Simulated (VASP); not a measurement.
# TaN (P6/mmm) in VASP: a series of runs

Runs on TaN. Level: HSE06. Tasks: single point.

Program: VASP 6.6.1. These are calculated values, not measurements. Logs are shortened: lines on timing, memory, paths and dates and some standing lists are left out, and cuts for length are marked.

### 1 Starting point

It takes space group P6/mmm (No. 191, hexagonal). Conventional cell: a = 5.185 Å, b = 5.185 Å, c = 2.908 Å, α = 90.00°, β = 90.00°, γ = 120.00°. Around Ta (site symmetry 6/mmm) lie 6 N at 2.59 Å and 2 Ta at 2.91 Å. Ta (site symmetry -6m2) is surrounded by 6 N at 2.09 Å. Around N (site symmetry mmm) lie 4 Ta at 2.09 Å.

### 2 Single point, HSE06, collinear spin, antiferromagnetic start

Input file POSCAR:

```
TaN
1.0
    5.1850002000      0.0000000000      0.0000000000
   -2.5925001000      4.4903418900      0.0000000000
    0.0000000000      0.0000000000      2.9080005300
Ta N
3 3
Direct
    0.0000000000      0.0000000000      0.0000000000
    0.3333333333      0.6666666667      0.5000000000
    0.6666666667      0.3333333333      0.5000000000
    0.5000000000      0.0000000000      0.0000000000
    0.5000000000      0.5000000000      0.0000000000
    0.0000000000      0.5000000000      0.0000000000
```

Input file INCAR.step1:

```
PREC = Accurate
ENCUT = 450
EDIFF = 1E-5
ISMEAR = 0
SIGMA = 0.05
LREAL = F
LASPH = T
NELM = 80
ALGO = Normal
ISIF = 2
LWAVE = T
LCHARG = F
ISPIN = 2
MAGMOM = 0.5 -0.5 0.5 0 0 0
LORBIT = 11
LMAXMIX = 4
NBANDS = 37
GGA = PE
```

Input file INCAR.step2:

```
PREC = Accurate
ENCUT = 450
EDIFF = 1E-6
ISMEAR = 0
SIGMA = 0.05
LREAL = F
LASPH = T
NELM = 80
ALGO = Normal
ISIF = 2
LWAVE = F
LCHARG = F
ISPIN = 2
MAGMOM = 0.5 -0.5 0.5 0 0 0
LORBIT = 11
LMAXMIX = 4
GGA = PE
LHFCALC = T
HFSCREEN = 0.2
PRECFOCK = Fast
NBANDS = 37
ISTART = 1
```

Input file KPOINTS:

```
regular mesh
0
Gamma
  3 3 4
```

Potentials or basis: VASP PAW PBE potentials, release 64 (Ta_pv, N).

Launch:

```sh
> cat potpaw_PBE.64/Ta_pv/POTCAR potpaw_PBE.64/N/POTCAR > POTCAR
> cp INCAR.step1 INCAR
> mpirun -np 1 vasp_std > vasp.out
> cp INCAR.step2 INCAR
> mpirun -np 1 vasp_std > vasp.out
```

OUTCAR:

```text
PREC = Accurate
   ENCUT = 450
   EDIFF = 1E-6
   ISMEAR = 0
   LREAL = F
   LASPH = T
   NELM = 80
   ISIF = 2
   ISPIN = 2
   LORBIT = 11
   GGA = PE
   LHFCALC = T
   HFSCREEN = 0.2
   PRECFOCK = Fast
   ISTART = 1

 ion  position               nearest neighbor table
   1  0.000  0.000  0.000-   5 2.59   6 2.59   6 2.59   5 2.59   4 2.59   4 2.59   2 3.33   3 3.33
                             2 3.33   3 3.33   2 3.33   2 3.33   3 3.33   3 3.33   2 3.33   3 3.33
   2  0.333  0.667  0.500-   4 2.09   4 2.09   6 2.09   6 2.09   5 2.09   5 2.09   3 2.99   3 2.99
                             3 2.99   1 3.33   1 3.33   1 3.33   1 3.33   1 3.33   1 3.33
   3  0.667  0.333  0.500-   4 2.09   4 2.09   6 2.09   6 2.09   5 2.09   5 2.09   2 2.99   2 2.99
                             2 2.99   1 3.33   1 3.33   1 3.33   1 3.33   1 3.33   1 3.33
   4  0.500  0.000  0.000-   2 2.09   3 2.09   2 2.09   3 2.09   1 2.59   1 2.59
   5  0.500  0.500  0.000-   2 2.09   3 2.09   2 2.09   3 2.09   1 2.59   1 2.59
   6  0.000  0.500  0.000-   2 2.09   3 2.09   2 2.09   3 2.09   1 2.59   1 2.59

  LATTYP: Found a hexagonal cell.
 ALAT       =     5.1850002000
 C/A-ratio  =     0.5608486823

  Lattice vectors:

 A1 = (   5.1850002000,   0.0000000000,   0.0000000000)
 A2 = (  -2.5925001000,   4.4903418900,   0.0000000000)
 A3 = (   0.0000000000,   0.0000000000,   2.9080005300)

Analysis of symmetry for initial positions (statically):
=====================================================================
 Subroutine PRICEL returns:
 Original cell was already a primitive cell.

 Routine SETGRP: Setting up the symmetry group for a
 hexagonal supercell.

 Subroutine GETGRP returns: Found 24 space group operations
 (whereof 24 operations were pure point group operations)
 out of a pool of 24 trial point group operations.

The static configuration has the point symmetry D_6h.

Analysis of symmetry for dynamics (positions and initial velocities):
=====================================================================
 Subroutine PRICEL returns:
 Original cell was already a primitive cell.

 Routine SETGRP: Setting up the symmetry group for a
 hexagonal supercell.

 Subroutine GETGRP returns: Found 24 space group operations
 (whereof 24 operations were pure point group operations)
 out of a pool of 24 trial point group operations.

The dynamic configuration has the point symmetry D_6h.

Analysis of structural, dynamic, and magnetic symmetry:
=====================================================================
 Subroutine PRICEL returns:
 Original cell was already a primitive cell.

 Routine SETGRP: Setting up the symmetry group for a
 hexagonal supercell.

 Subroutine GETGRP returns: Found 12 space group operations
 (whereof 12 operations were pure point group operations)
 out of a pool of 24 trial point group operations.

The overall configuration has the point symmetry D_3h.

 Subroutine INISYM returns: Found 12 space group operations
 (whereof 12 operations are pure point group operations),
 and found     1 'primitive' translations

----------------------------------------------------------------------------------------

                                     Primitive cell

  volume of cell :      67.7053

  direct lattice vectors                    reciprocal lattice vectors
     5.185000200  0.000000000  0.000000000     0.192864023  0.111350096  0.000000000
    -2.592500100  4.490341890  0.000000000     0.000000000  0.222700192  0.000000000
     0.000000000  0.000000000  2.908000530     0.000000000  0.000000000  0.343878892

  length of vectors
     5.185000200  5.185000198  2.908000530     0.222700192  0.222700192  0.343878892

  position of ions in fractional coordinates (direct lattice)
     0.000000000  0.000000000  0.000000000
     0.333333333  0.666666667  0.500000000
     0.666666667  0.333333333  0.500000000
     0.500000000  0.000000000  0.000000000
     0.500000000  0.500000000  0.000000000
     0.000000000  0.500000000  0.000000000

  ion indices of the primitive-cell ions
   primitive index   ion index
                 1           1
                 2           2
                 3           3
                 4           4
                 5           5
                 6           6

[... 48 lines left out ...]
   ICHARG =      0    charge: 1-file 2-atom 10-const
   ISPIN  =      2    spin polarized calculation?
   LNONCOLLINEAR =      F non collinear calculations
   LSORBIT =      F    spin-orbit coupling
   LASPH  =      T    aspherical Exc in radial PAW
   ENCUT  =  450.0 eV  33.07 Ry    5.75 a.u.   8.97  8.97  5.03*2*pi/ulx,y,z
   NELM   =     80;   NELMIN=  2; NELMDL=  0     # of ELM steps
   EDIFF  = 0.1E-05   stopping-criterion for ELM
   LREAL  =      F    real-space projection
   EDIFFG = 0.1E-04   stopping-criterion for IOM
   NSW    =      0    number of steps for IOM
   IBRION =     -1    ionic relax: 0-MD 1-quasi-New 2-CG
   NFREE  =      0    steps in history (QN), initial steepest desc. (CG)
   ISIF   =      2    stress and relaxation
   ISYM   =      3    0-nonsym 1-usesym 2-fastsym
   POTIM  = 0.5000    time-step for ionic-motion
   TEBEG  =    0.0;   TEEND  =   0.0 temperature during run
   PSTRESS=    0.0 pullay stress
   NELECT =      48.0000    total number of electrons
   NUPDOWN=      -1.0000    fix difference up-down
   EMIN   =  10.00;   EMAX   =-10.00  energy-range for DOS
   EFERMI =   0.00;   METHOD = LEGACY
   ISMEAR =     0;   SIGMA  =   0.05  broadening in eV -4-tet -1-fermi 0-gaus
   EFERMI_NEDOS =   21; number of points for ismear=-14 and -15
   IALGO  =     38    algorithm
   IMIX   =      1    mixing-type and parameters
     AMIX     =   0.40;   BMIX     =  1.00
     AMIX_MAG =   1.60;   BMIX_MAG =  1.00
  volume/ion in A,a.u.               =      11.28        76.15
  Fermi-wavevector in a.u.,A,eV,Ry     =   1.459759  2.758544 28.992586  2.130895
  Thomas-Fermi vector in A             =   2.576288
   LORBIT       =     11    0 simple, 1 ext, 2 COOP (PROOUT), +10 PAW based schemes
   GGA     = PE    functional components
   LHFCALC =     T    Hartree Fock is set to
   PRECFOCK=fast      Normal, Fast or Accurate (Low or Medium for compatibility)
   ENCUT4O =  -1.0   cutoff for four orbital integrals eV
   NKREDX  =     1    reduce k-point grid by
   NKREDY  =     1    reduce k-point grid by
   NKREDZ  =     1    reduce k-point grid by
   AEXX    =    0.2500 exact exchange contribution
   HFSCREEN=    0.2000 screening length (either q_TF or 0.3 A-1)
   HFSCREENC=   0.2000 screening length for correlation (either q_TF or 0.3 A-1)
   ENCUTFOCK=  -1.0 apply spherical cutoff to Coloumb kernel
   IVDW    =     0    specifies the selected vdW correction
   LEPSILON=     F    determine dielectric tensor
   LRPA    =     F    only Hartree local field effects (RPA)
 spin polarized calculation
 Gauss-broadening in eV      SIGMA  =   0.05
  energy-cutoff  :      450.00
  volume of cell :       67.71
 maximum number of plane-waves:      1482
 NGX is ok and might be reduce to    36
  NGX = 24; NGY = 24; NGZ = 12

 number of electron      47.9999992 magnetization       0.0000000

 number of electron      47.9999992 magnetization      -0.0000000

 Free energy of the ion-electron system (eV)
  ---------------------------------------------------
  ext. energy  EPLUGINS =         0.00000000
  ---------------------------------------------------
  free energy    TOTEN  =       -76.32167847 eV

  energy without entropy =      -76.32167847  energy(sigma->0) =      -76.32167847

 E-fermi :   8.0741     XC(G=0): -10.6488

 val. band max:        7.8124914816   @ k =   0.3333   0.0000   0.0000
 cond. band min:       8.3358487057   @ k =   0.0000   0.0000   0.2500
 fundamental gap:      0.5233572241
 Fermi energy:         8.0741120472

 spin component 1

 k-point     1 :       0.0000    0.0000    0.0000
  band No.  band energies     occupation
      1     -30.8582      1.00000
      2     -30.8582      1.00000
      3     -30.4114      1.00000
      4     -30.4114      1.00000
      5     -30.2192      1.00000
      6     -30.0519      1.00000
[... 340 lines left out ...]
     35      15.6091      0.00000
     36      15.6091      0.00000
 Fermi energy:         8.0741120472

 spin component 2

 k-point     1 :       0.0000    0.0000    0.0000
  band No.  band energies     occupation
      1     -30.8582      1.00000
      2     -30.8582      1.00000
      3     -30.4114      1.00000
      4     -30.4114      1.00000
      5     -30.2192      1.00000
      6     -30.0519      1.00000
[... 340 lines left out ...]
     35      15.6091      0.00000
     36      15.6091      0.00000
 [bands above 36 left out]

------------------------ aborting loop because EDIFF is reached ----------------------------------------

  FORCE on cell =-STRESS in cart. coord.  units (eV):
  Direction    XX          YY          ZZ          XY          YZ          ZX
  --------------------------------------------------------------------------------------
  -------------------------------------------------------------------------------------
  Total        0.1480942      0.1480942      1.2609310      0.0000000      0.0000000      0.0000000
  in kB        3.5044999      3.5044999     29.8386547      0.0000000      0.0000000      0.0000000
  external PRESSURE =      12.2825515 kB  Pullay stress =       0.0000000 kB

 VOLUME and BASIS-vectors are now :
 -----------------------------------------------------------------------------
  energy-cutoff  :      450.00
  volume of cell :       67.71
      direct lattice vectors                 reciprocal lattice vectors
     5.185000200  0.000000000  0.000000000     0.192864023  0.111350096  0.000000000
    -2.592500100  4.490341890  0.000000000     0.000000000  0.222700192  0.000000000
     0.000000000  0.000000000  2.908000530     0.000000000  0.000000000  0.343878892

 POSITION                                       TOTAL-FORCE (eV/Angst)
 -----------------------------------------------------------------------------------
      0.00000      0.00000      0.00000        -0.000000      0.000000      0.000000
     -0.00000      2.99356      1.45400         0.000000      0.000000      0.000000
      2.59250      1.49678      1.45400         0.000000     -0.000000      0.000000
      2.59250      0.00000      0.00000        -0.000000     -0.000002      0.000000
      1.29625      2.24517      0.00000        -0.000002      0.000001     -0.000000
     -1.29625      2.24517      0.00000         0.000002      0.000001     -0.000000
 -----------------------------------------------------------------------------------
    total drift:                               -0.000000     -0.000000     -0.000000

  FREE ENERGIE OF THE ION-ELECTRON SYSTEM (eV)
  ---------------------------------------------------
  free  energy   TOTEN  =       -76.3216784710 eV

  energy  without entropy=      -76.3216784710  energy(sigma->0) =      -76.32167847

 total charge

# of ion       s       p       d       tot
------------------------------------------
    1        0.267   6.125   2.193   8.585
    2        0.326   6.329   2.331   8.987
    3        0.326   6.329   2.331   8.987
    4        1.255   2.568   0.000   3.823
    5        1.255   2.568   0.000   3.823
    6        1.255   2.568   0.000   3.823
--------------------------------------------------
tot          4.685  26.488   6.856  38.029

 magnetization (x)

# of ion       s       p       d       tot
------------------------------------------
    1        0.000  -0.000  -0.000  -0.000
    2        0.000   0.000   0.000   0.000
    3       -0.000  -0.000  -0.000  -0.000
    4       -0.000  -0.000   0.000  -0.000
    5       -0.000  -0.000   0.000  -0.000
    6       -0.000  -0.000   0.000  -0.000
--------------------------------------------------
tot          0.000  -0.000  -0.000   0.000
```

It took 1.6 h on 1 thread of AMD EPYC, shared host; peak memory 0.28 GiB.

Results:

```
Free energy                                           : -76.3217 eV
Band gap on the k mesh                                : none (metal or under the smearing width)
Net moment                                            : 0.00 μB per cell
Valence electrons inside the program's atomic spheres : Ta 8.59, 8.99; N 3.82
```

Levels at points of the mesh, in eV from the Fermi level:
Spin up:
```
           k point  band 20  band 21  band 22  band 23  band 24  band 25  band 26  band 27  band 28  band 29
(0.00, 0.00, 0.00)    -3.71    -3.71    -2.89    -2.15    -1.04    -1.04     1.23     1.23     1.94     2.87
(0.00, 0.00, 0.50)    -4.29    -3.73    -3.73    -2.28     1.56     1.56     1.62     2.57     3.07     3.07
```
Spin down:
| k point | band 20 | band 21 | band 22 | band 23 | band 24 | band 25 | band 26 | band 27 | band 28 | band 29 |
| --- | --- | --- | --- | --- | --- | --- | --- | --- | --- | --- |
| (0.00, 0.00, 0.00) | -3.71 | -3.71 | -2.89 | -2.15 | -1.04 | -1.04 | 1.23 | 1.23 | 1.94 | 2.87 |
| (0.00, 0.00, 0.50) | -4.29 | -3.73 | -3.73 | -2.28 | 1.56 | 1.56 | 1.62 | 2.57 | 3.07 | 3.07 |

Caveat: the k mesh is coarse (spacing up to 0.54 Å⁻¹), so the values aren't converged, least of all with exact exchange; the cutoff is under 1.25 times the usual one of these potentials, so pressure, stress and relaxed cells hold a basis-set (Pulay) error; the PAW data sets were made with another functional, which shifts forces and pressure a little. The run has no spin-orbit coupling, so splittings on Ta are missing.

### 3 Single point, HSE06, collinear spin, ferromagnetic start

POSCAR is that of step 2.

Input file INCAR.step1:

```
PREC     = Accurate       # precision mode
ENCUT    = 450            # plane-wave cutoff, eV
EDIFF    = 1E-5           # SCF threshold, eV
ISMEAR   = 0              # smearing method
SIGMA    = 0.05           # smearing width, eV
LREAL    = False          # projectors in reciprocal space
LASPH    = True           # aspherical terms in the spheres
NELM     = 80             # most SCF steps
ALGO     = Normal         # electronic algorithm
ISIF     = 2              # what is computed and relaxed
LWAVE    = True           # write WAVECAR
ISPIN    = 2              # spin polarisation
MAGMOM   = 0.5 0.5 0.5 0 0 0 # initial moments
LORBIT   = 11             # projections on sites
LMAXMIX  = 4              # l up to which the mixer works
NBANDS   = 37             # bands
GGA      = PE             # functional
```

Input file INCAR.step2:

```
PREC     = Accurate       # precision mode
ENCUT    = 450            # plane-wave cutoff, eV
EDIFF    = 1E-7           # SCF threshold, eV
ISMEAR   = 0              # smearing method
SIGMA    = 0.05           # smearing width, eV
LREAL    = False          # projectors in reciprocal space
LASPH    = True           # aspherical terms in the spheres
NELM     = 80             # most SCF steps
ALGO     = Normal         # electronic algorithm
ISIF     = 2              # what is computed and relaxed
LWAVE    = False          # write WAVECAR
LCHARG   = True           # write CHGCAR
ISPIN    = 2              # spin polarisation
MAGMOM   = 0.5 0.5 0.5 0 0 0 # initial moments
LORBIT   = 11             # projections on sites
LMAXMIX  = 4              # l up to which the mixer works
GGA      = PE             # functional
LHFCALC  = True           # exact exchange
HFSCREEN = 0.2            # screening, 1/A
PRECFOCK = Fast         
LELF     = True           # ELF
LVHAR    = True         
NBANDS   = 37             # bands
ISTART   = 1
```

Input file KPOINTS:

```
Automatic mesh
0
Gamma
  3 3 4
```

Potentials or basis: VASP PAW PBE potentials, release 64 (Ta_pv, N).

Launch:

```sh
> cat potpaw_PBE.64/Ta_pv/POTCAR potpaw_PBE.64/N/POTCAR > POTCAR
> cp INCAR.step1 INCAR
> mpirun -np 1 vasp_std > vasp.out
> cp INCAR.step2 INCAR
> mpirun -np 1 vasp_std > vasp.out
```

It took 34 min on 1 thread of Intel Xeon 6975P-C (Granite Rapids), shared host; peak memory 0.31 GiB.

The run converged. Its results:

```
Free energy                                           : -76.3217 eV
Band gap on the k mesh                                : none (metal or under the smearing width)
Net moment                                            : 0.00 μB per cell
Valence electrons inside the program's atomic spheres : Ta 8.59, 8.99; N 3.82
```

Levels at points of the mesh, in eV from the Fermi level:
Spin up:
```csv
k point,band 22,band 23,band 24,band 25,band 26,band 27
"(0.00, 0.00, 0.00)",-2.89,-2.15,-1.04,-1.04,1.23,1.23
"(0.00, 0.00, 0.50)",-3.73,-2.28,1.56,1.56,1.62,2.57
```
Spin down:
| k point | band 20 | band 21 | band 22 | band 23 | band 24 | band 25 | band 26 | band 27 | band 28 | band 29 |
| --- | --- | --- | --- | --- | --- | --- | --- | --- | --- | --- |
| (0.00, 0.00, 0.00) | -3.71 | -3.71 | -2.89 | -2.15 | -1.04 | -1.04 | 1.23 | 1.23 | 1.94 | 2.87 |
| (0.00, 0.00, 0.50) | -4.29 | -3.73 | -3.73 | -2.28 | 1.56 | 1.56 | 1.62 | 2.57 | 3.07 | 3.07 |

Caveat: the k mesh is coarse (spacing up to 0.54 Å⁻¹), so the values aren't converged, least of all with exact exchange; the cutoff is under 1.25 times the usual one of these potentials, so pressure, stress and relaxed cells hold a basis-set (Pulay) error; the PAW data sets were made with another functional, which shifts forces and pressure a little.
